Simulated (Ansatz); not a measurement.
# TaN: the cost of one run

Method: DFT PBE, scalar-relativistic, plane waves, PAW, in Ansatz 0.2.0.

### 1 The system as given

It takes space group P6/mmm (No. 191, hexagonal). Conventional cell: a = 5.191 Å, b = 5.191 Å, c = 2.908 Å, α = 90.00°, β = 90.00°, γ = 120.00°. Around Ta (site symmetry 6/mmm) lie 6 N at 2.60 Å and 2 Ta at 2.91 Å. Ta (site symmetry -6m2) is surrounded by 6 N at 2.09 Å. N (site symmetry mmm) has 6 Ta at 2.09 to 2.60 Å in its first shell of neighbours.

As a file:

```cif
data_structure
_symmetry_space_group_name_H-M 'P 1'
_symmetry_Int_Tables_number 1
_cell_length_a 8.9911
_cell_length_b 8.9911
_cell_length_c 8.7240
_cell_angle_alpha 90.000
_cell_angle_beta 90.000
_cell_angle_gamma 120.000
_cell_volume 610.76
loop_
_atom_site_label
_atom_site_type_symbol
_atom_site_fract_x
_atom_site_fract_y
_atom_site_fract_z
_atom_site_occupancy
Ta1 Ta 0.00000 0.00000 0.00000 1
Ta2 Ta 0.00000 0.00000 0.33333 1
Ta3 Ta 0.00000 0.00000 0.66667 1
Ta4 Ta 0.33333 0.66667 0.00000 1
Ta5 Ta 0.33333 0.66667 0.33333 1
Ta6 Ta 0.33333 0.66667 0.66667 1
Ta7 Ta 0.66667 0.33333 0.00000 1
Ta8 Ta 0.66667 0.33333 0.33333 1
Ta9 Ta 0.66667 0.33333 0.66667 1
Ta10 Ta 0.33333 0.33333 0.16667 1
Ta11 Ta 0.33333 0.33333 0.50000 1
Ta12 Ta 0.33333 0.33333 0.83333 1
Ta13 Ta 0.66667 0.00000 0.16667 1
Ta14 Ta 0.66667 0.00000 0.50000 1
Ta15 Ta 0.66667 0.00000 0.83333 1
Ta16 Ta 0.00000 0.66667 0.16667 1
Ta17 Ta 0.00000 0.66667 0.50000 1
Ta18 Ta 0.00000 0.66667 0.83333 1
Ta19 Ta 0.33333 0.00000 0.16667 1
Ta20 Ta 0.33333 0.00000 0.50000 1
Ta21 Ta 0.33333 0.00000 0.83333 1
Ta22 Ta 0.66667 0.66667 0.16667 1
Ta23 Ta 0.66667 0.66667 0.50000 1
Ta24 Ta 0.66667 0.66667 0.83333 1
Ta25 Ta 0.00000 0.33333 0.16667 1
Ta26 Ta 0.00000 0.33333 0.50000 1
Ta27 Ta 0.00000 0.33333 0.83333 1
N1 N 0.16667 0.83333 0.00000 1
N2 N 0.16667 0.83333 0.33333 1
N3 N 0.16667 0.83333 0.66667 1
N4 N 0.50000 0.50000 0.00000 1
N5 N 0.50000 0.50000 0.33333 1
N6 N 0.50000 0.50000 0.66667 1
N7 N 0.83333 0.16667 0.00000 1
N8 N 0.83333 0.16667 0.33333 1
N9 N 0.83333 0.16667 0.66667 1
N10 N 0.33333 0.16667 0.00000 1
N11 N 0.33333 0.16667 0.33333 1
N12 N 0.33333 0.16667 0.66667 1
N13 N 0.66667 0.83333 0.00000 1
N14 N 0.66667 0.83333 0.33333 1
N15 N 0.66667 0.83333 0.66667 1
N16 N 0.00000 0.50000 0.00000 1
N17 N 0.00000 0.50000 0.33333 1
N18 N 0.00000 0.50000 0.66667 1
N19 N 0.16667 0.33333 0.00000 1
N20 N 0.16667 0.33333 0.33333 1
N21 N 0.16667 0.33333 0.66667 1
N22 N 0.50000 0.00000 0.00000 1
N23 N 0.50000 0.00000 0.33333 1
N24 N 0.50000 0.00000 0.66667 1
N25 N 0.83333 0.66667 0.00000 1
N26 N 0.83333 0.66667 0.33333 1
N27 N 0.83333 0.66667 0.66667 1
```

The runs take a perfect supercell of 54 atoms; the defect goes to fractional position (0.000, 0.000, 0.000).

### 2 The perfect supercell

Contents of input.yaml:

```yaml
crystal:
  lattice:
    - [7.7865, 4.495538, 0.0]
    - [-7.7865, 4.495538, 0.0]
    - [0.0, 0.0, 8.724]
  atoms:
    - { symbol: Ta, position: [0.0, 0.0, 0.0] }
    - { symbol: Ta, position: [0.0, 0.0, 0.333333] }
    - { symbol: Ta, position: [0.0, 0.0, 0.666667] }
    - { symbol: Ta, position: [0.333333, 0.666667, 0.0] }
    - { symbol: Ta, position: [0.333333, 0.666667, 0.333333] }
    - { symbol: Ta, position: [0.333333, 0.666667, 0.666667] }
    - { symbol: Ta, position: [0.666667, 0.333333, 0.0] }
    - { symbol: Ta, position: [0.666667, 0.333333, 0.333333] }
    - { symbol: Ta, position: [0.666667, 0.333333, 0.666667] }
    - { symbol: Ta, position: [0.333333, 0.333333, 0.166667] }
    - { symbol: Ta, position: [0.333333, 0.333333, 0.5] }
    - { symbol: Ta, position: [0.333333, 0.333333, 0.833333] }
    - { symbol: Ta, position: [0.666667, 0.0, 0.166667] }
    - { symbol: Ta, position: [0.666667, 0.0, 0.5] }
    - { symbol: Ta, position: [0.666667, 0.0, 0.833333] }
    - { symbol: Ta, position: [0.0, 0.666667, 0.166667] }
    - { symbol: Ta, position: [0.0, 0.666667, 0.5] }
    - { symbol: Ta, position: [0.0, 0.666667, 0.833333] }
    - { symbol: Ta, position: [0.333333, 1.0, 0.166667] }
    - { symbol: Ta, position: [0.333333, 1.0, 0.5] }
    - { symbol: Ta, position: [0.333333, 1.0, 0.833333] }
    - { symbol: Ta, position: [0.666667, 0.666667, 0.166667] }
    - { symbol: Ta, position: [0.666667, 0.666667, 0.5] }
    - { symbol: Ta, position: [0.666667, 0.666667, 0.833333] }
    - { symbol: Ta, position: [0.0, 0.333333, 0.166667] }
    - { symbol: Ta, position: [0.0, 0.333333, 0.5] }
    - { symbol: Ta, position: [0.0, 0.333333, 0.833333] }
    - { symbol: "N", position: [0.166667, 0.833333, 0.0] }
    - { symbol: "N", position: [0.166667, 0.833333, 0.333333] }
    - { symbol: "N", position: [0.166667, 0.833333, 0.666667] }
    - { symbol: "N", position: [0.5, 0.5, 0.0] }
    - { symbol: "N", position: [0.5, 0.5, 0.333333] }
    - { symbol: "N", position: [0.5, 0.5, 0.666667] }
    - { symbol: "N", position: [0.833333, 0.166667, 0.0] }
    - { symbol: "N", position: [0.833333, 0.166667, 0.333333] }
    - { symbol: "N", position: [0.833333, 0.166667, 0.666667] }
    - { symbol: "N", position: [0.333333, 0.166667, 0.0] }
    - { symbol: "N", position: [0.333333, 0.166667, 0.333333] }
    - { symbol: "N", position: [0.333333, 0.166667, 0.666667] }
    - { symbol: "N", position: [0.666667, 0.833333, 0.0] }
    - { symbol: "N", position: [0.666667, 0.833333, 0.333333] }
    - { symbol: "N", position: [0.666667, 0.833333, 0.666667] }
    - { symbol: "N", position: [0.0, 0.5, 0.0] }
    - { symbol: "N", position: [0.0, 0.5, 0.333333] }
    - { symbol: "N", position: [0.0, 0.5, 0.666667] }
    - { symbol: "N", position: [0.166667, 0.333333, 0.0] }
    - { symbol: "N", position: [0.166667, 0.333333, 0.333333] }
    - { symbol: "N", position: [0.166667, 0.333333, 0.666667] }
    - { symbol: "N", position: [0.5, 0.0, 0.0] }
    - { symbol: "N", position: [0.5, 0.0, 0.333333] }
    - { symbol: "N", position: [0.5, 0.0, 0.666667] }
    - { symbol: "N", position: [0.833333, 0.666667, 0.0] }
    - { symbol: "N", position: [0.833333, 0.666667, 0.333333] }
    - { symbol: "N", position: [0.833333, 0.666667, 0.666667] }
basis:
  ecutwfc: 420
  fft_grid_basis: typed
kpoints:
  mp_grid: { grid: [3, 3, 2] }
hamiltonian:
  xc: pbe
  pseudopotentials: { kind: paw }
scf:
  occupations: { method: gaussian, width: 0.05 }
output:
  forces: true
  stress: false
  eigenvalues: true
  bader: false
  write_density: true
  volumetric_format: npy
```

Command:

```console
> ansatz run input.yaml --threads 8 --pin off --max-ram 16384MiB --backend cpu --events-out ev --progress --plain --runs-dir out
```

**Question.** How long does this run take on 8 threads of Arm Neoverse V2, shared host, and how much memory does it need?

About 13 s, with a peak of 4.7 GiB.
